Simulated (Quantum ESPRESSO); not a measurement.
**MgSi under changes of volume**

One of the cells (17.692 Å³/atom); the others are scaled copies at fixed shape and fractional positions:

```
CELL_PARAMETERS angstrom
1.50251 -5.42602 0.00000
1.50251 5.42602 0.00000
0.00000 0.00000 4.34018
ATOMIC_POSITIONS crystal
Si 0.57064 0.42936 0.75000
Si 0.42936 0.57064 0.25000
Mg 0.16838 0.83162 0.25000
Mg 0.83162 0.16838 0.75000
```

The cell comes from a database or a generator and needn't be the stable form of this composition.

```yaml
Program: Quantum ESPRESSO 7.5
Functional: PBEsol
Potentials_or_basis: GBRV 1.5 PBEsol
Cutoff: 612 eV
Density_cutoff: 4898 eV
k_mesh: 9 × 9 × 6
Occupations: fermi-dirac, width 0.05 eV
Spin: no spin polarisation
```

```csv
volume (Å³/atom),energy over the lowest point (meV/atom),pressure (GPa),largest force (eV/Å)
16.630,5.10,2.6,0.163
16.984,0.94,1.1,0.161
17.338,0.00,-0.3,0.163
17.692,?,?,?
18.046,6.33,-2.6,0.175
18.400,13.06,-3.6,0.186
18.754,21.87,-4.5,0.195
```

**Question.** What does the run at 17.692 Å³/atom give?

**Answer.** Energy over the lowest point 1.90 meV/atom; pressure -1.5 GPa; largest force 0.167 eV/Å.

Worked out: A Birch-Murnaghan fit of order 3 (a polynomial in V^(-2/3)) to the other rows has its minimum at 17.27 Å³/atom with B0 = V·E''(V) = 64 GPa and B' = 4.3 at fixed shape and positions, which overstates the stiffness. It gives 1.88 meV/atom at 17.692 Å³/atom, against the run's 1.90, and -dE/dV = -1.5 GPa, against -1.5.

Energies are extrapolated to zero smearing.
